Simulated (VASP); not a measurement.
# P (R-3m) in VASP: a series of runs

The runs below take P through relaxation of cell and atoms, vibrations by finite differences, with PBEsol+D3(BJ).

All numbers are computed with VASP 6.6.1; they aren't measurements. Logs are shortened: lines on timing, memory, paths and dates and some standing lists are left out, and cuts for length are marked.

**1. The structure**

Symmetry: R-3m, No. 166, trigonal system. The conventional cell has a = 3.451 Å, b = 3.451 Å, c = 9.389 Å, α = 90.00°, β = 90.00°, γ = 120.00°. P (site symmetry 3m) is surrounded by 3 P at 2.29 Å.

This isn't the form of P at room conditions, which is orthorhombic.

**2. Relaxation of cell and atoms, PBEsol+D3(BJ), target pressure 7.4 GPa, at which the enthalpy is minimised**

Contents of INCAR:

```
ALGO = Fast ; EDIFF = 1E-7
EDIFFG = -0.15 ; ENCUT = 520
GGA = PS ; IBRION = 2
ISIF = 3 ; ISMEAR = 0
IVDW = 12 ; LASPH = T
LCHARG = F ; LREAL = F
LWAVE = F ; NELM = 60
NSW = 80 ; PREC = Accurate
PSTRESS = 74.0 ; SIGMA = 0.02
```

Contents of KPOINTS:

```
k-points
0
Gamma
  12 12 12
```

Contents of POSCAR:

```
P
1.0
    1.7257251800      0.9963479000      3.1296800100
   -1.7257251800      0.9963479000      3.1296800100
    0.0000000000     -1.9926957900      3.1296800100
P
2
Direct
    0.2270802500      0.2270802500      0.2270802500
    0.7729197500      0.7729197500      0.7729197500
```

Potentials or basis: VASP PAW PBE potentials, release 64 (P).

Launch:

```
cat potpaw_PBE.64/P/POTCAR > POTCAR
mpirun -np 1 vasp_std > vasp.out
```

OUTCAR:

```text
EDIFF = 1E-7
   EDIFFG = -0.15
   ENCUT = 520
   GGA = PS
   IBRION = 2
   ISIF = 3
   ISMEAR = 0
   IVDW = 12
   LASPH = T
   LREAL = F
   NELM = 60
   NSW = 80
   PREC = Accurate
   PSTRESS = 74.0
 IVDW          = 12

 ion  position               nearest neighbor table
   1  0.227  0.227  0.227-   2 2.29   2 2.29   2 2.29   2 2.82   2 2.82   2 2.82
   2  0.773  0.773  0.773-   1 2.29   1 2.29   1 2.29   1 2.82   1 2.82   1 2.82

  LATTYP: Found a trigonal (rhomboedric) cell.
 ALAT       =     3.7102201417
 COS(alpha) =     0.5673129373

  Lattice vectors:

 A1 = (   1.7257251800,   0.9963479000,   3.1296800100)
 A2 = (  -1.7257251800,   0.9963479000,   3.1296800100)
 A3 = (   0.0000000000,  -1.9926957900,   3.1296800100)

Analysis of symmetry for initial positions (statically):
=====================================================================
 Subroutine PRICEL returns:
 Original cell was already a primitive cell.

 Routine SETGRP: Setting up the symmetry group for a
 trigonal (rhombohedral) supercell.

 Subroutine GETGRP returns: Found 12 space group operations
 (whereof 12 operations were pure point group operations)
 out of a pool of 12 trial point group operations.

The static configuration has the point symmetry D_3d.

Analysis of symmetry for dynamics (positions and initial velocities):
=====================================================================
 Subroutine PRICEL returns:
 Original cell was already a primitive cell.

 Routine SETGRP: Setting up the symmetry group for a
 trigonal (rhombohedral) supercell.

 Subroutine GETGRP returns: Found 12 space group operations
 (whereof 12 operations were pure point group operations)
 out of a pool of 12 trial point group operations.

The dynamic configuration has the point symmetry D_3d.

 Subroutine INISYM returns: Found 12 space group operations
 (whereof 12 operations are pure point group operations),
 and found     1 'primitive' translations

----------------------------------------------------------------------------------------

                                     Primitive cell

  volume of cell :      32.2875

  direct lattice vectors                    reciprocal lattice vectors
     1.725725180  0.996347900  3.129680010     0.289733270  0.167277582  0.106507161
    -1.725725180  0.996347900  3.129680010    -0.289733270  0.167277582  0.106507161
     0.000000000 -1.992695790  3.129680010     0.000000000 -0.334555163  0.106507162

  length of vectors
     3.710220142  3.710220142  3.710220139     0.351099605  0.351099605  0.351099605

  position of ions in fractional coordinates (direct lattice)
     0.227080250  0.227080250  0.227080250
     0.772919750  0.772919750  0.772919750

  ion indices of the primitive-cell ions
   primitive index   ion index
                 1           1
                 2           2

----------------------------------------------------------------------------------------

 KPOINTS: k-points

Automatic generation of k-mesh.
 Grid dimensions read from file:
 generate k-points for:   12   12   12

 Generating k-lattice:

  Cartesian coordinates                     Fractional coordinates (reciprocal lattice)
     0.024144439  0.013939798  0.008875597     0.083333333  0.000000000  0.000000000
    -0.024144439  0.013939798  0.008875597     0.000000000  0.083333333  0.000000000
     0.000000000 -0.027879597  0.008875597     0.000000000  0.000000000  0.083333333

  Length of vectors
     0.029258300  0.029258300  0.029258300

  Shift w.r.t. Gamma in fractional coordinates (k-lattice)
     0.000000000  0.000000000  0.000000000

 Subroutine IBZKPT returns following result:
 ===========================================

 Found    189 irreducible k-points:

 Following reciprocal coordinates:
            Coordinates               Weight
  0.000000  0.000000  0.000000      1.000000
  0.083333 -0.000000  0.000000      6.000000
  0.166667  0.000000  0.000000      6.000000
  0.250000  0.000000  0.000000      6.000000
  0.333333  0.000000 -0.000000      6.000000
  0.416667 -0.000000  0.000000      6.000000
[... 16 lines left out ...]
  0.500000  0.166667  0.000000     12.000000
 -0.416667  0.166667 -0.000000     12.000000
 [... further k-points ...]
   k-points           NKPTS =    189   k-points in BZ     NKDIM =    189   number of bands    NBANDS=      9
   number of dos      NEDOS =    301   number of ions     NIONS =      2
   total plane-waves  NPLWV =  21952
   dimension x,y,z NGX =    28 NGY =   28 NGZ =   28
   dimension x,y,z NGXF=    56 NGYF=   56 NGZF=   56
   ions per type =               2
   NGX,Y,Z   is equivalent  to a cutoff of  12.55, 12.55, 12.55 a.u.
   NGXF,Y,Z  is equivalent  to a cutoff of  25.09, 25.09, 25.09 a.u.
 SYSTEM =  unknown system
   PREC   = accura    normal or accurate (medium, high low for compatibility)
   ISTART =      0    job   : 0-new  1-cont  2-samecut
   ICHARG =      2    charge: 1-file 2-atom 10-const
   ISPIN  =      1    spin polarized calculation?
   LNONCOLLINEAR =      F non collinear calculations
   LSORBIT =      F    spin-orbit coupling
   LASPH  =      T    aspherical Exc in radial PAW
   ENCUT  =  520.0 eV  38.22 Ry    6.18 a.u.   6.90  6.90  6.90*2*pi/ulx,y,z
   NELM   =     60;   NELMIN=  2; NELMDL= -5     # of ELM steps
   EDIFF  = 0.1E-06   stopping-criterion for ELM
   LREAL  =      F    real-space projection
   EDIFFG = -.1E+00   stopping-criterion for IOM
   NSW    =     80    number of steps for IOM
   IBRION =      2    ionic relax: 0-MD 1-quasi-New 2-CG
   NFREE  =      1    steps in history (QN), initial steepest desc. (CG)
   ISIF   =      3    stress and relaxation
   ISYM   =      2    0-nonsym 1-usesym 2-fastsym
   POTIM  = 0.5000    time-step for ionic-motion
   TEBEG  =    0.0;   TEEND  =   0.0 temperature during run
   PSTRESS=   74.0 pullay stress
   NELECT =      10.0000    total number of electrons
   NUPDOWN=      -1.0000    fix difference up-down
   EMIN   =  10.00;   EMAX   =-10.00  energy-range for DOS
   EFERMI =   0.00;   METHOD = LEGACY
   ISMEAR =     0;   SIGMA  =   0.02  broadening in eV -4-tet -1-fermi 0-gaus
   EFERMI_NEDOS =   21; number of points for ismear=-14 and -15
   IALGO  =     68    algorithm
   IMIX   =      4    mixing-type and parameters
     AMIX     =   0.40;   BMIX     =  1.00
     AMIX_MAG =   1.60;   BMIX_MAG =  1.00
  volume/ion in A,a.u.               =      16.14       108.94
  Fermi-wavevector in a.u.,A,eV,Ry     =   1.107636  2.093128 16.692396  1.226857
  Thomas-Fermi vector in A             =   2.244152
   LORBIT       =      0    0 simple, 1 ext, 2 COOP (PROOUT), +10 PAW based schemes
   GGA     = PS    functional components
   LHFCALC =     F    Hartree Fock is set to
   AEXX    =    0.0000 exact exchange contribution
   IVDW    =    12    specifies the selected vdW correction
   LEPSILON=     F    determine dielectric tensor
   LRPA    =     F    only Hartree local field effects (RPA)
 conjugate gradient relaxation of ions
 non-spin polarized calculation
 RMM-DIIS sequential band-by-band and
 Gauss-broadening in eV      SIGMA  =   0.02
  energy-cutoff  :      520.00
  volume of cell :       32.29
 maximum number of plane-waves:       886
   NGX = 13   NGY = 13   NGZ = 13

--------------------------------------- Ionic step        1  -------------------------------------------

 number of electron      10.0000000 magnetization

 Free energy of the ion-electron system (eV)
  ---------------------------------------------------
  ext. energy  EPLUGINS =         0.00000000
  ---------------------------------------------------
  free energy    TOTEN  =       -11.55500913 eV

  energy without entropy =      -11.55495365  energy(sigma->0) =      -11.55498139

 E-fermi :   8.9290     XC(G=0): -10.8710

 val. band max:        8.9281304546   @ k =   0.4167   0.4167   0.4167
 cond. band min:       8.9478386798   @ k =  -0.0833   0.5000   0.0833
 fundamental gap:      0.0197082251
 Fermi energy:         8.9289719954

 k-point     1 :       0.0000    0.0000    0.0000
  band No.  band energies     occupation
      1      -7.6204      2.00000
      2       5.3318      2.00000
      3       5.7702      2.00000
      4       6.0302      2.00000
      5       6.0302      2.00000
      6      10.2106      0.00000
      7      11.5338      0.00000
      8      11.5338      0.00000
      9      14.6920      0.00000
[... 265 lines left out ...]
 k-point    24 :      -0.4167    0.1667   -0.0000
  band No.  band energies     occupation
      1      -3.8887      2.00000
      2      -2.7209      2.00000
      3       3.0217      2.00000
      4       5.1942      2.00000
      5       6.3939      2.00000
      6       9.6215      0.00000
      7      10.5778      0.00000
      8      12.4015      0.00000
      9      16.4671      0.00000

 [... further k-points ...]

------------------------ aborting loop because EDIFF is reached ----------------------------------------

 Edisp (eV)   -0.70006

 E8    (eV) :    -0.4152
[... 113 lines left out ...]
  energy  without entropy=      -12.2508516749  energy(sigma->0) =      -12.25085861

  enthalpy is  TOTEN    =       -10.9493257957 eV   P V=        1.3015397460

[... ionic steps 4 to 8 ...]

--------------------------------------- Ionic step        9  -------------------------------------------

 number of electron       9.9999999 magnetization

------------------------ aborting loop because EDIFF is reached ----------------------------------------
[... 79 lines left out ...]
--------------------------------------- Ionic step       11  -------------------------------------------

 number of electron      10.0000000 magnetization

 Free energy of the ion-electron system (eV)
  ---------------------------------------------------
  ext. energy  EPLUGINS =         0.00000000
  ---------------------------------------------------
  free energy    TOTEN  =       -11.46898270 eV

  energy without entropy =      -11.46887599  energy(sigma->0) =      -11.46892934

 E-fermi :  11.2458     XC(G=0): -11.8291

 val. band max:       11.2340765932   @ k =   0.3333   0.3333   0.3333
 cond. band min:      11.2494615620   @ k =   0.5000   0.0833   0.0000
 fundamental gap:      0.0153849688
 Fermi energy:        11.2458047850

 k-point     1 :       0.0000    0.0000    0.0000
  band No.  band energies     occupation
      1      -6.4936      2.00000
      2       8.7891      2.00000
      3       8.7891      2.00000
      4       8.9663      2.00000
      5      10.7937      2.00000
      6      15.0984      0.00000
      7      15.2670      0.00000
      8      15.2671      0.00000
      9      16.8678      0.00000
[... 265 lines left out ...]
 k-point    24 :      -0.4167    0.1667   -0.0000
  band No.  band energies     occupation
      1      -2.0053      2.00000
      2      -1.0232      2.00000
      3       5.6031      2.00000
      4       7.8207      2.00000
      5       9.3290      2.00000
      6      12.0931      0.00000
      7      14.9077      0.00000
      8      16.4720      0.00000
      9      20.0897      0.00000

 [... further k-points ...]

------------------------ aborting loop because EDIFF is reached ----------------------------------------

 Edisp (eV)   -0.86548

 E8    (eV) :    -0.5137
[... 29 lines left out ...]
  energy  without entropy=      -12.3343532421  energy(sigma->0) =      -12.33440660

  enthalpy is  TOTEN    =       -11.1227153732 eV   P V=        1.2117445823

 reached required accuracy - stopping structural energy minimisation
```

Wall time 4.5 min (1 thread of Intel Xeon Platinum 8488C (Sapphire Rapids), shared host); peak memory 0.2 GiB.

What came out:

| Item | Value |
| --- | --- |
| Free energy | -12.3345 eV |
| Relaxed volume | 13.12 Å³/atom |
| Relaxed cell | a = 3.331 Å, b = 3.331 Å, c = 3.331 Å, α = 60.18°, β = 60.18°, γ = 60.18° |
| Space group after relaxing (to 0.05 Å) | R-3m (No. 166) |
| Energy change on relaxing (the enthalpy is what falls) | -39.7 meV/atom |
| Ionic steps | 11 |
| Pressure after relaxing | 7.2 GPa |
| Largest force after relaxing | 0.008 eV/Å |
| Band gap on the k mesh | none (metal or under the smearing width) |
| Dispersion energy per atom | -0.433 eV |

Forces in eV/Å, atoms in the order of the input:
```
P    0.000  0.000  0.008
P    0.000  0.000 -0.008
```

Stress tensor (GPa, compression positive):
```
7.20 0.00 0.00
0.00 7.20 0.00
0.00 0.00 7.33
```

The path:
| step | energy change (eV) | largest force (eV/Å) | pressure (GPa) | volume (Å³) |
| --- | --- | --- | --- | --- |
| 1 | 0.0000 | 0.2942 | -5.36 | 32.29 |
| 2 | 0.1103 | 1.4189 | 16.58 | 26.65 |
| 3 | 0.0042 | 1.0382 | 8.21 | 28.18 |
| 4 | -0.0408 | 0.5018 | 8.68 | 27.16 |
| 5 | -0.0465 | 0.2895 | 9.89 | 26.05 |
| 6 | 0.1580 | 0.1399 | 25.79 | 23.86 |
| 7 | -0.0302 | 0.2137 | 12.56 | 25.54 |
| 8 | -0.1036 | 0.1566 | 1.05 | 27.32 |
| 9 | -0.0809 | 0.0154 | 6.97 | 26.30 |
| 10 | -0.0817 | 0.0125 | 6.86 | 26.31 |
| 11 | -0.0794 | 0.0084 | 7.24 | 26.24 |

Final structure:
```
P
1.0
     1.66995    0.96414    2.71578
    -1.66995    0.96414    2.71578
     0.00000   -1.92829    2.71578
P
2
Direct
  0.24381 0.24381 0.24381
  0.75619 0.75619 0.75619
```

Caveat: the cell is relaxed towards a set pressure, so the enthalpy falls and the energy may rise; the volume moved by over 15 % at a fixed basis, so the end points are rough; the PAW data sets were made with another functional, which shifts forces and pressure a little; pairwise dispersion overbinds metals, which lowers pressure and volume; the relaxation stopped at a loose force limit of 0.15 eV/Å, so its end isn't a converged minimum.

(Continued in part 2 of 2.)
